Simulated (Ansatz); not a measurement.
Runs of Ansatz 0.2.0 on SnO2 (Cassiterite). The structure is tetragonal, space group P4_2/mnm (No. 136). The conventional cell has a = 4.738 Å, b = 4.738 Å, c = 3.187 Å, α = 90.00°, β = 90.00°, γ = 90.00°. Sn (site symmetry mmm) has 6 O at 2.05 to 2.06 Å as nearest neighbours. O (site symmetry m2m) has 3 Sn at 2.05 to 2.06 Å as nearest neighbours. 

```csv
task,level,potentials or basis,cell,cutoff (eV),points for each segment of the path,gap on the mesh (eV),pressure (GPa),relaxed volume (Å³/atom),largest force (eV/Å)
relaxation of cell and atoms,PBE,PseudoDojo stringent (PBE files),relaxed,1388,-,0.68,0.0,12.58,-
relaxation of cell and atoms,PBE,PseudoDojo standard (PBE files),relaxed,1143,-,0.68,0.0,(a),-
relaxation of cell and atoms,PBE,Ansatz PAW earlier set,relaxed,900,-,0.68,0.0,12.58,-
band structure,PBEsol,Ansatz PAW,as given,420,14,1.18,4.7,-,0.21
band structure,r2SCAN,Ansatz PAW,as given,500,14,1.96,3.3,-,(b)
```

Alike in all rows: no spin polarisation; k mesh 6 × 6 × 8; smearing fermi-dirac 0.05 eV.

Question: Fill in the values left out.

Answer: (a) 12.57; (b) 0.24.

Caveats: spin-orbit coupling is left out, which moves the levels of the heavy elements; the plane-wave basis is chosen anew once the cell has moved, so the energies of steps on either side of that aren't comparable (some runs); the PAW data sets come from PBE, with cores solved anew for the run's functional, which leaves a small shift of forces and pressure (some runs).

A k mesh can miss the band edges, and the runs leave out spin-orbit coupling on Sn.

The runs don't all hold the same shells in valence.
